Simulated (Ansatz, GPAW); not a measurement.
Nb: 4 runs at one level of theory

```
Nb
1.0
     0.00000    2.11500    2.11500
     2.11500    0.00000    2.11500
     2.11500    2.11500    0.00000
Nb
1
Direct
  0.00000 0.00000 0.00000
```

This isn't the form of Nb at room conditions, which is bcc.

Alike in all runs: task band structure; functional PBEsol; k mesh 11 × 11 × 11; occupations fermi-dirac, width 0.05 eV; no spin polarisation; no spin-orbit coupling. Pressure is positive in compression and, in plane waves, holds the error of the finite cutoff, which Ansatz's Pulay term estimates and takes out.

| program and potentials | plane-wave cutoff (eV) | notes | pressure (GPa) |
| --- | --- | --- | --- |
| Ansatz, Ansatz PAW | 420 | potentials made for PBE, which Ansatz adapts in part; Pulay term of +0.02 GPa included | -7.38 |
| Ansatz, all-electron LAPW, scalar-relativistic | - | - | -7.39 |
| Ansatz, PAW datasets made for the crystal | 240 | - | -7.39 |
| GPAW, PAW data sets generated for this functional | 600 | - | -7.99 |

The pressure spans -7.99 (GPAW, PAW data sets generated for this functional) to -7.38 GPa (Ansatz, Ansatz PAW), with all-electron results at -7.39.

Differences between rows come from potentials, basis sets and numerical settings, since the functional is the same but for its coding. Runs on potential files found faulty are left out.

Every run gives a negative pressure, so the fcc cell is stretched relative to its PBEsol equilibrium and would contract if relaxed. The restoring pull is that of a transition metal with a partly filled d band: the occupied states are largely bonding, and shortening the Nb–Nb contacts strengthens d–d overlap until the repulsion of the compact semicore shells and the kinetic energy of the sp electrons balance it. PBEsol's weaker gradient enhancement of exchange generally favours denser metals than PBE does, so a cell size close to the PBE equilibrium would probably appear expanded here.

The close match between both Ansatz PAW results and the all-electron value suggests that the PAW description adds little error to the pressure at this volume. GPAW gives a somewhat stronger tension, possibly from its data set or a remaining basis-set error, but the sign and the direction of relaxation are unaffected. A pressure at one volume doesn't establish whether fcc Nb is mechanically stable against distortion towards bcc.
